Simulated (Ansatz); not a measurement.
Take NaI in the rock salt structure (space group Fm-3m, No. 225) as the base.

```xyz
2
Lattice="0.0000 3.2640 3.2640 3.2640 0.0000 3.2640 3.2640 3.2640 0.0000" Properties=species:S:1:pos:R:3 pbc="T T T"
Na     0.0000     0.0000     0.0000
I      3.2640     3.2640     3.2640
```

Cartesian axes are those of the cell as printed.

Computed with PBE/PAW in Ansatz (an electronic-structure program), without spin-orbit coupling.

The change: the cell is scaled by 1.0300 in all directions; the atoms relax in the strained cell.

Question: Predict the stress tensor and what it implies for the stiffness.

Answer: Stress of the strained cell less that of the base (GPa, compression positive):
```
  -1.09    0.00    0.00
   0.00   -1.09    0.00
   0.00    0.00   -1.09
```

Then B = −ΔP/(ΔV/V₀) with ΔV/V₀ = 0.0927 gives secant stiffness values (nonlinear terms included at this strain): B ≈ 12 GPa.

As a check, the harmonic strain energy −½ V₀ Δσ:ε is 11 meV/atom; the computed energy rise is 12 meV/atom.

Stability against distortions was not tested.
